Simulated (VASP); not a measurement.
# 2H-WS2 monolayer under biaxial strain, part 5 of 7

How do the gap and the band positions of 2H-WS2 monolayer follow biaxial strain?

VASP 6.6.1, plane waves and PAW; the level of theory is named at each step.

So far. Step 9 (Strained, atoms relaxed, biaxial strain -0.02): The run ended after 3 ionic steps, 0.012 eV below its first step, once the forces on the free atoms met EDIFFG = -0.015.

**11. Strained, atoms relaxed, biaxial strain -0.01**

This step: PBE with D3(BJ), no spin polarisation; plane waves and PAW (W, S) (VASP 6.6.1).

Input file INCAR:

```
SYSTEM = WS2
PREC = Normal
ENCUT = 350
EDIFF = 1E-06
NELM = 120
ISMEAR = 0
SIGMA = 0.03
LREAL = .FALSE.
ALGO = Fast
GGA = PE
IVDW = 12
NBANDS = 15
LASPH = .TRUE.
LORBIT = 11
LWAVE = .FALSE.
LCHARG = .FALSE.
KPAR = 4
IBRION = 2
NSW = 30
ISIF = 2
EDIFFG = -0.015
POTIM = 0.4
MAXMIX = 40
IDIPOL = 3
LDIPOL = .TRUE.
DIPOL = 0.5 0.5 0.5
```

Input file POSCAR:

```
WS2
1.0
    3.1210560913      0.0000000000      0.0000000000
   -1.5605280456      2.7029138617      0.0000000000
    0.0000000000      0.0000000000     22.0000000000
W S
1 2
Direct
    0.3333333333      0.6666666667      0.5000000000
    0.6666666667      0.3333333333      0.4283955868
    0.6666666667      0.3333333333      0.5716044132
```

Input file KPOINTS:

```
Automatic mesh
0
Gamma
12 12 1
0 0 0
```

PAW data sets: W and S (PBE family, release 64).

On the command line:

```console
> mpirun -np 4 vasp_std
```

Output:

```text
[... set-up lines as in an earlier step ...]
 entering main loop
       N       E                     dE             d eps       ncg     rms          rms(c)
DAV:   1     0.114063497330E+03    0.11406E+03   -0.52258E+03   570   0.658E+02
DAV:   2    -0.123096591011E+02   -0.12637E+03   -0.11691E+03   872   0.162E+02
DAV:   3    -0.248274882153E+02   -0.12518E+02   -0.12420E+02   815   0.630E+01
DAV:   4    -0.250553231873E+02   -0.22783E+00   -0.22728E+00   748   0.102E+01
[...]
RMM:  18    -0.236754105165E+02   -0.20248E-04   -0.19387E-06   432   0.694E-03    0.183E-02
RMM:  19    -0.236754372811E+02   -0.26765E-04   -0.24183E-06   426   0.736E-03    0.532E-03
RMM:  20    -0.236754373947E+02   -0.11365E-06   -0.43227E-07   400   0.403E-03
   1 F= -.24630356E+02 E0= -.24630356E+02  d E =-.246304E+02
[...]
N       E                     dE             d eps       ncg     rms          rms(c)
DAV:   1    -0.236796661153E+02   -0.42288E-02   -0.19856E-01   738   0.247E+00    0.354E-01
[...]
RMM:   6    -0.236803799488E+02   -0.28608E-04   -0.19500E-04   571   0.756E-02    0.258E-01
RMM:   7    -0.236804012347E+02   -0.21286E-04   -0.61319E-05   572   0.568E-02    0.352E-02
RMM:   8    -0.236804085988E+02   -0.73641E-05   -0.28470E-05   588   0.330E-02    0.579E-02
RMM:   9    -0.236804088686E+02   -0.26982E-06   -0.30649E-06   490   0.151E-02
   2 F= -.24633300E+02 E0= -.24633300E+02  d E =-.294439E-02
 trial-energy change:   -0.002944  1 .order   -0.002938   -0.004962   -0.000913
 step:   1.2256(harm=  1.2256)  dis= 0.01199  next Energy=   -24.633397 (dE=-0.304E-02)
[...]
N       E                     dE             d eps       ncg     rms          rms(c)
DAV:   1    -0.236809429875E+02   -0.53439E-03   -0.10065E-02   780   0.554E-01    0.942E-02
RMM:   2    -0.236809690324E+02   -0.26045E-04   -0.40592E-04   571   0.168E-01    0.435E-02
RMM:   3    -0.236809770820E+02   -0.80496E-05   -0.69196E-05   578   0.620E-02    0.415E-03
RMM:   4    -0.236809790665E+02   -0.19845E-05   -0.18682E-05   579   0.297E-02    0.744E-03
RMM:   5    -0.236809795442E+02   -0.47773E-06   -0.37299E-06   428   0.127E-02
   3 F= -.24633414E+02 E0= -.24633414E+02  d E =-.305786E-02
[...]
reached required accuracy - stopping structural energy minimisation
```

Run time: 12 s. Hardware: 4 MPI ranks of Intel Xeon Platinum 8488C (Sapphire Rapids), shared host; peak memory 0.72 GiB; 40 s of CPU time.

OUTCAR, selected parts (step 11):

```text
 Edisp (eV)   -0.95289

 Edisp (eV)   -0.95243

  Total       1.00698     1.00698    -0.06189     0.00000     0.00000     0.00000
  in kB       8.69314     8.69314    -0.53428     0.00000     0.00000     0.00000
  external pressure =        5.62 kB  Pullay stress =        0.00 kB

 POSITION                                       TOTAL-FORCE (eV/Angst)
 -----------------------------------------------------------------------------------
     -0.00000      1.80194     11.00000        -0.000000      0.000000      0.000000
      1.56053      0.90097      9.41271        -0.000000      0.000000     -0.002038
      1.56053      0.90097     12.58729         0.000000     -0.000000      0.002038
 -----------------------------------------------------------------------------------
    total drift:                                0.000006     -0.000003      0.000000

  FREE ENERGIE OF THE ION-ELECTRON SYSTEM (eV)
  ---------------------------------------------------
  free  energy   TOTEN  =       -24.6334139018 eV

  energy  without entropy=      -24.6334139018  energy(sigma->0) =      -24.63341390

[... 2 parts as in an earlier step ...]

[... 2 further parts left out ...]
[key lines of the parts left out:]
E-fermi :  -2.1710
```

Relaxation path:

```
step  energy less that of the first step (eV)  largest force (eV/Å)
   1                                   0.0000                0.2535
   2                                  -0.0029                0.0467
   3                                  -0.0031                0.0020
```

The atoms that moved most (Å):

```
atom     dx     dy      dz  length
  S3  0.000  0.000   0.012   0.012
  S2  0.000  0.000  -0.012   0.012
```

Final coordinates:

```
W S
1.0
     3.12106    0.00000    0.00000
    -1.56053    2.70291    0.00000
     0.00000    0.00000   22.00000
W S
1 2
Direct
  0.33333 0.66667 0.50000
  0.66667 0.33333 0.42785
  0.66667 0.33333 0.57215
```

The run ended after 3 ionic steps, 0.003 eV below its first step, once the forces on the free atoms met EDIFFG = -0.015.

**12. Strained, levels with spin-orbit coupling, biaxial strain -0.01**

This step: PBE with D3(BJ), spin-orbit coupling, no spin polarisation; plane waves and PAW (W, S) (VASP 6.6.1).

Input file INCAR:

```
SYSTEM = WS2
PREC = Normal
ENCUT = 350
EDIFF = 1E-06
NELM = 120
ISMEAR = 0
SIGMA = 0.03
LREAL = .FALSE.
ALGO = Fast
GGA = PE
IVDW = 12
LNONCOLLINEAR = .TRUE.
MAGMOM = 0 0 0 0 0 0 0 0 0
NBANDS = 30
GGA_COMPAT = .FALSE.
LASPH = .TRUE.
LSORBIT = .TRUE.
LMAXMIX = 4
LWAVE = .FALSE.
LCHARG = .FALSE.
KPAR = 4
IDIPOL = 3
LDIPOL = .TRUE.
DIPOL = 0.5 0.5 0.5
LVHAR = .TRUE.
LVACPOTAV = .TRUE.
```

Input file POSCAR:

```
WS2
1.0
    3.1210560913      0.0000000000      0.0000000000
   -1.5605280456      2.7029138617      0.0000000000
    0.0000000000      0.0000000000     22.0000000000
W S
1 2
Direct
    0.3333333333      0.6666666667      0.5000000000
    0.6666666667      0.3333333333      0.4278504872
    0.6666666667      0.3333333333      0.5721495128
```

KPOINTS is that of step 11.

Input file KPOINTS_OPT:

```
Line mode
14
Line-mode
Reciprocal
  0.00000000   0.00000000   0.00000000 GAMMA
  0.50000000   0.00000000   0.00000000 M

  0.50000000   0.00000000   0.00000000 M
  0.33333333   0.33333333   0.00000000 K

  0.33333333   0.33333333   0.00000000 K
  0.00000000   0.00000000   0.00000000 GAMMA
```

On the command line:

```console
> mpirun -np 4 vasp_ncl
```

Output:

```text
[... set-up lines as in an earlier step ...]
 entering main loop
       N       E                     dE             d eps       ncg     rms          rms(c)
DAV:   1     0.116202925653E+03    0.11620E+03   -0.50833E+03  1892   0.657E+02
DAV:   2    -0.953781712485E+01   -0.12574E+03   -0.11816E+03  2798   0.172E+02
DAV:   3    -0.248476154902E+02   -0.15310E+02   -0.15171E+02  2502   0.674E+01
DAV:   4    -0.252049104731E+02   -0.35729E+00   -0.35583E+00  2528   0.125E+01
[...]
RMM:  22    -0.238405021736E+02   -0.51779E-05   -0.28275E-07  1726   0.274E-03    0.159E-03
RMM:  23    -0.238405033380E+02   -0.11644E-05   -0.96317E-08  1371   0.181E-03    0.788E-04
RMM:  24    -0.238405039303E+02   -0.59237E-06   -0.44939E-08  1044   0.115E-03
 [... a notice as in an earlier step ...]

   1 F= -.24792938E+02 E0= -.24792938E+02  d E =-.623251E-23  mag=     0.0000     0.0000    -0.0000
 Start KPOINTS_OPT (optional k-point list driver)
k-point batch [1-31\42]
       N       E                     dE             ncg
DAV:   1    -0.625055379567E+02   -0.13473E+05     1884
DAV:   2    -0.392390339617E+04   -0.38614E+04     2794
DAV:   3    -0.435549965844E+04   -0.43160E+03     2492
DAV:   4    -0.436495815878E+04   -0.94585E+01     2480
DAV:   5    -0.436516874012E+04   -0.21058E+00     2378
DAV:   6    -0.436517679164E+04   -0.80515E-02     2498
DAV:   7    -0.436517710675E+04   -0.31511E-03     2448
DAV:   8    -0.436517712367E+04   -0.16915E-04     2418
DAV:   9    -0.436517712439E+04   -0.72461E-06     1774
k-point batch [32-42\42]
       N       E                     dE             ncg
DAV:   1     0.116308539279E+05   -0.23948E+04      660
DAV:   2     0.103906794908E+05   -0.12402E+04      946
DAV:   3     0.102163007458E+05   -0.17438E+03      896
DAV:   4     0.102116401374E+05   -0.46606E+01      908
DAV:   5     0.102115243919E+05   -0.11575E+00      810
DAV:   6     0.102115201389E+05   -0.42531E-02      942
DAV:   7     0.102115199976E+05   -0.14126E-03      882
DAV:   8     0.102115199920E+05   -0.56543E-05      844
DAV:   9     0.102115199916E+05   -0.33493E-06      642
```

Elapsed: 79 s, on 4 MPI ranks; peak memory 1.8 GiB.

Parts of OUTCAR (step 12):

```text
 Edisp (eV)   -0.95243

  Total       0.97898     0.97898    -0.07186     0.00000     0.00000     0.00000
  in kB       8.45136     8.45136    -0.62032     0.00000     0.00000     0.00000
  external pressure =        5.43 kB  Pullay stress =        0.00 kB

 POSITION                                       TOTAL-FORCE (eV/Angst)
 -----------------------------------------------------------------------------------
     -0.00000      1.80194     11.00000         0.000000     -0.000000      0.000000
      1.56053      0.90097      9.41271        -0.000000      0.000000     -0.001675
      1.56053      0.90097     12.58729        -0.000000      0.000000      0.001675
 -----------------------------------------------------------------------------------
    total drift:                                0.000004     -0.000004      0.000000

  FREE ENERGIE OF THE ION-ELECTRON SYSTEM (eV)
  ---------------------------------------------------
  free  energy   TOTEN  =       -24.7929382879 eV

  energy  without entropy=      -24.7929382879  energy(sigma->0) =      -24.79293829

[... 2 parts as in an earlier step ...]

[... 1 further part left out ...]
[key lines of the parts left out:]
E-fermi :  -1.9457
```

On-site spin-orbit energy by atom:

```
atom  on-site spin-orbit energy (eV)
  W1                          -0.318
  S2                          -0.003
  S3                          -0.003
```

**13. Strained, atoms relaxed, biaxial strain 0**

This step: PBE with D3(BJ), no spin polarisation; plane waves and PAW (W, S) (VASP 6.6.1).

Input file INCAR:

```
SYSTEM = WS2
PREC = Normal
ENCUT = 350
EDIFF = 1E-06
NELM = 120
ISMEAR = 0
SIGMA = 0.03
LREAL = .FALSE.
ALGO = Fast
GGA = PE
IVDW = 12
NBANDS = 15
LASPH = .TRUE.
LORBIT = 11
LWAVE = .FALSE.
LCHARG = .FALSE.
KPAR = 4
IBRION = 2
NSW = 30
ISIF = 2
EDIFFG = -0.015
POTIM = 0.4
MAXMIX = 40
IDIPOL = 3
LDIPOL = .TRUE.
DIPOL = 0.5 0.5 0.5
```

Input file POSCAR:

```
WS2
1.0
    3.1525819104      0.0000000000      0.0000000000
   -1.5762909552      2.7302160219      0.0000000000
    0.0000000000      0.0000000000     22.0000000000
W S
1 2
Direct
    0.3333333333      0.6666666667      0.5000000000
    0.6666666667      0.3333333333      0.4283955868
    0.6666666667      0.3333333333      0.5716044132
```

KPOINTS is that of step 12.

On the command line:

```console
> mpirun -np 4 vasp_std
```

Output:

```text
[... set-up lines as in an earlier step ...]
 entering main loop
       N       E                     dE             d eps       ncg     rms          rms(c)
[... 5 cycles as in an earlier step ...]
RMM:   6    -0.238846457177E+02    0.12606E+01   -0.28297E+00   570   0.903E+00    0.115E+01
RMM:   7    -0.237106570778E+02    0.17399E+00   -0.83479E-01   570   0.584E+00    0.699E+00
RMM:   8    -0.237221322133E+02   -0.11475E-01   -0.43378E-01   572   0.392E+00    0.183E+00
RMM:   9    -0.237108379954E+02    0.11294E-01   -0.61517E-02   572   0.233E+00    0.118E+00
[...]
RMM:  20    -0.237097072631E+02   -0.51877E-05   -0.11423E-06   414   0.526E-03    0.254E-03
RMM:  21    -0.237097087897E+02   -0.15266E-05   -0.22420E-07   390   0.346E-03    0.494E-03
RMM:  22    -0.237097094211E+02   -0.63147E-06   -0.38313E-08   271   0.144E-03
   1 F= -.24644628E+02 E0= -.24644628E+02  d E =-.246446E+02
[...]
reached required accuracy - stopping structural energy minimisation
```

Wall time 8 s (4 MPI ranks); peak memory 0.68 GiB; 25 s of CPU time.

Parts of OUTCAR (step 13):

```text
 Edisp (eV)   -0.93492

  Total      -0.00147    -0.00147    -0.04611    -0.00000     0.00000     0.00000
  in kB      -0.01248    -0.01248    -0.39015    -0.00000     0.00000     0.00000
  external pressure =       -0.14 kB  Pullay stress =        0.00 kB

 POSITION                                       TOTAL-FORCE (eV/Angst)
 -----------------------------------------------------------------------------------
     -0.00000      1.82014     11.00000        -0.000000     -0.000000     -0.000000
      1.57629      0.91007      9.42470         0.000000      0.000000     -0.009068
      1.57629      0.91007     12.57530        -0.000000     -0.000000      0.009068
 -----------------------------------------------------------------------------------
    total drift:                                0.000004     -0.000002      0.000000

  FREE ENERGIE OF THE ION-ELECTRON SYSTEM (eV)
  ---------------------------------------------------
  free  energy   TOTEN  =       -24.6446277746 eV

  energy  without entropy=      -24.6446277746  energy(sigma->0) =      -24.64462777

[... 3 parts as in an earlier step ...]

[... 1 further part left out ...]
[key lines of the parts left out:]
E-fermi :  -2.2589
```

The start already met the threshold, so nothing moved, which says little where the restoring forces are soft.

**14. Strained, levels with spin-orbit coupling, biaxial strain 0**

This step: PBE with D3(BJ), spin-orbit coupling, no spin polarisation; plane waves and PAW (W, S) (VASP 6.6.1).

Input file INCAR:

```
SYSTEM = WS2
PREC = Normal
ENCUT = 350
EDIFF = 1E-06
NELM = 120
ISMEAR = 0
SIGMA = 0.03
LREAL = .FALSE.
ALGO = Fast
GGA = PE
IVDW = 12
LNONCOLLINEAR = .TRUE.
MAGMOM = 0 0 0 0 0 0 0 0 0
NBANDS = 30
GGA_COMPAT = .FALSE.
LASPH = .TRUE.
LSORBIT = .TRUE.
LMAXMIX = 4
LWAVE = .FALSE.
LCHARG = .FALSE.
KPAR = 4
IDIPOL = 3
LDIPOL = .TRUE.
DIPOL = 0.5 0.5 0.5
LVHAR = .TRUE.
LVACPOTAV = .TRUE.
```

POSCAR is that of step 13.

KPOINTS is that of step 13.

KPOINTS_OPT is that of step 12.

On the command line:

```console
> mpirun -np 4 vasp_ncl
```

Output:

```text
[... set-up lines as in an earlier step ...]
 entering main loop
       N       E                     dE             d eps       ncg     rms          rms(c)
DAV:   1     0.116335357970E+03    0.11634E+03   -0.50355E+03  1876   0.655E+02
DAV:   2    -0.933496041651E+01   -0.12567E+03   -0.11725E+03  2768   0.170E+02
DAV:   3    -0.249021207595E+02   -0.15567E+02   -0.15427E+02  2538   0.678E+01
DAV:   4    -0.252716046139E+02   -0.36948E+00   -0.36750E+00  2516   0.125E+01
[...]
RMM:  22    -0.238688762718E+02   -0.48672E-05   -0.26362E-07  1724   0.288E-03    0.170E-03
RMM:  23    -0.238688774444E+02   -0.11726E-05   -0.93158E-08  1344   0.175E-03    0.801E-04
RMM:  24    -0.238688781332E+02   -0.68873E-06   -0.51785E-08  1126   0.115E-03
 [... a notice as in an earlier step ...]

   1 F= -.24803796E+02 E0= -.24803796E+02  d E =-.650149E-12  mag=     0.0000     0.0000    -0.0000
 Start KPOINTS_OPT (optional k-point list driver)
k-point batch [1-31\42]
       N       E                     dE             ncg
DAV:   1    -0.135316957898E+03   -0.13476E+05     1892
DAV:   2    -0.396048264904E+04   -0.38252E+04     2824
DAV:   3    -0.438793624263E+04   -0.42745E+03     2518
DAV:   4    -0.439677395898E+04   -0.88377E+01     2464
DAV:   5    -0.439696645681E+04   -0.19250E+00     2400
DAV:   6    -0.439697351986E+04   -0.70631E-02     2518
DAV:   7    -0.439697379192E+04   -0.27207E-03     2440
DAV:   8    -0.439697380580E+04   -0.13879E-04     2386
DAV:   9    -0.439697380651E+04   -0.71028E-06     1798
k-point batch [32-42\42]
       N       E                     dE             ncg
DAV:   1     0.115218630337E+05   -0.24157E+04      676
DAV:   2     0.102877729738E+05   -0.12341E+04     1030
DAV:   3     0.101174253462E+05   -0.17035E+03      912
DAV:   4     0.101129390328E+05   -0.44863E+01      882
DAV:   5     0.101128248643E+05   -0.11417E+00      860
DAV:   6     0.101128208645E+05   -0.39998E-02      890
DAV:   7     0.101128206670E+05   -0.19744E-03      924
DAV:   8     0.101128206596E+05   -0.74802E-05      834
DAV:   9     0.101128206592E+05   -0.33228E-06      678
```

Wall time 76 s (4 MPI ranks); peak memory 1.8 GiB; 4.2 min of CPU time.

OUTCAR, selected parts (step 14):

```text
 Edisp (eV)   -0.93492

  Total      -0.02194    -0.02194    -0.05521     0.00000     0.00000     0.00000
  in kB      -0.18568    -0.18568    -0.46717     0.00000     0.00000     0.00000
  external pressure =       -0.28 kB  Pullay stress =        0.00 kB

 POSITION                                       TOTAL-FORCE (eV/Angst)
 -----------------------------------------------------------------------------------
     -0.00000      1.82014     11.00000         0.000000      0.000000      0.000000
      1.57629      0.91007      9.42470        -0.000000      0.000000     -0.006921
      1.57629      0.91007     12.57530        -0.000000     -0.000000      0.006921
 -----------------------------------------------------------------------------------
    total drift:                                0.000003     -0.000002      0.000000

  FREE ENERGIE OF THE ION-ELECTRON SYSTEM (eV)
  ---------------------------------------------------
  free  energy   TOTEN  =       -24.8037964866 eV

  energy  without entropy=      -24.8037964866  energy(sigma->0) =      -24.80379649

[... 2 parts as in an earlier step ...]

[... 1 further part left out ...]
[key lines of the parts left out:]
E-fermi :  -2.1060
```

On-site spin-orbit energy by atom:

```
atom  on-site spin-orbit energy (eV)
  W1                          -0.317
  S2                          -0.003
  S3                          -0.003
```

(Part 5 of 7 ends here.)

[Lines on the potential files, build, host, timing and source positions are cut from VASP's logs without a mark.]

[Logs are printed without paths, hosts, clocks, repeated set-up lines and the standing remarks that a program may print on its own settings, such as how far it seeks lower states.]

[Hosts, paths, dates, database ids (printed as entryN), source tags and the programs' standing remarks are cut or masked in the printed files.]

[Runs that stopped without an error message from VASP are left out.]
